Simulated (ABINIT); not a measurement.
**Sn: phonons with PBEsol**

Crystal: Sn.

```
Sn
1.0
     0.00000    3.25877    3.25877
     3.25877    0.00000    3.25877
     3.25877    3.25877    0.00000
Sn
2
Direct
  0.75000 0.75000 0.75000
  0.50000 0.50000 0.50000
```

This isn't the form of Sn at room conditions, which is tetragonal (white tin).

The cell isn't the ideal one: cell relaxed at zero pressure by an earlier run.

* Program: ABINIT 10.8.3 (patched build)
* Task: phonons
* Functional: PBEsol
* Potentials or basis: JTH PAW PBE v2.0
* Cutoff: 272 eV
* k mesh: 8 × 8 × 8
* Occupations: gaussian, width 0.2 eV
* Spin: no spin polarisation
* Cutoff smearing ecutsm (Ha): 0.5
* Stop of the response cycle (tolvrs): 1e-08
* Acoustic sum rule (asr): 2
* Fine-grid cutoff: 544.228 eV
* Exchange and correlation inside the PAW spheres: full angular mesh (pawxcdev 0, this build's default; the released program takes 1)

```
Band gap on the k mesh        : none (metal or under the smearing width)
Highest phonon frequency at Γ : 182 cm⁻¹
```

Phonon frequencies in cm⁻¹ (negative: imaginary):
| q point | frequencies |
| --- | --- |
| (0.000, 0.000, 0.000) | 0 0 0 182 182 182 |

It took 2.7 min on 1 thread of Arm Neoverse V1 (shared host), peak memory 0.4 GiB.
